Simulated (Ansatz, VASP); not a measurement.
One calculation of Ir, two programs

INCAR

```
ALGO = Normal
EDIFF = 1E-6
ENCUT = 520
GGA = CA
ISIF = 2
ISMEAR = -1
LASPH = True
LCHARG = False
LREAL = False
LWAVE = False
NBANDS = 10
NELM = 60
PREC = Accurate
SIGMA = 0.05
```

File KPOINTS:

```
k-points
0
Gamma
  9 9 9
```

The input POSCAR:

```
Ir
1.0
    0.0000000000      1.9156000000      1.9156000000
    1.9156000000      0.0000000000      1.9156000000
    1.9156000000      1.9156000000      0.0000000000
Ir
1
Direct
    0.0000000000      0.0000000000      0.0000000000
```

File input.yaml:

```yaml
crystal:
  lattice:
    - [0.0, 1.9156, 1.9156]
    - [1.9156, 0.0, 1.9156]
    - [1.9156, 1.9156, 0.0]
  atoms:
    - { symbol: Ir, position: [0.0, 0.0, 0.0] }
kpoints:
  mp_grid: { grid: [9, 9, 9] }
  band_path:
    path:
      - [0.0, 0.0, 0.0]
      - [0.5, 0.0, 0.5]
      - [0.5, 0.25, 0.75]
      - [0.375, 0.375, 0.75]
      - [0.0, 0.0, 0.0]
      - [0.5, 0.5, 0.5]
      - [0.625, 0.25, 0.625]
      - [0.5, 0.25, 0.75]
    npoints: 8
scf:
  occupations: { method: fermi_dirac, width: 0.05 }
hamiltonian:
  xc: lda
  pseudopotentials: { kind: all_electron, lapw: { basis_error: 0.001 } }
output:
  forces: true
  stress: true
  eigenvalues: true
```

Alike in both runs: functional LDA; k mesh 9 × 9 × 9; occupations fermi-dirac, width 0.05 eV; no spin polarisation.

```csv
,VASP,Ansatz
version,VASP 6.6.1,Ansatz 0.2.0
potentials or method,"VASP PAW LDA potentials, release 64 (Ir)","all-electron LAPW, scalar-relativistic"
plane-wave cutoff (eV),520,see its input
task,single point,band structure
```

```csv
,VASP,Ansatz,Ansatz less VASP
gap on the k mesh at the Fermi level (eV),none,none,-
pressure (GPa),-4.3,-6.7,-2.41
```

A gap of «none» marks a metal or a gap that the smearing closes. Ansatz ran all-electron here, so the differences hold the error of VASP's frozen core and of both bases.

Caveats: the k mesh is thin for a metal, which can move the energy by tens of meV per atom (Ansatz); spin-orbit coupling is left out, which moves the levels of the heavy elements (Ansatz). The runs have no spin-orbit coupling, so splittings on Ir are missing.
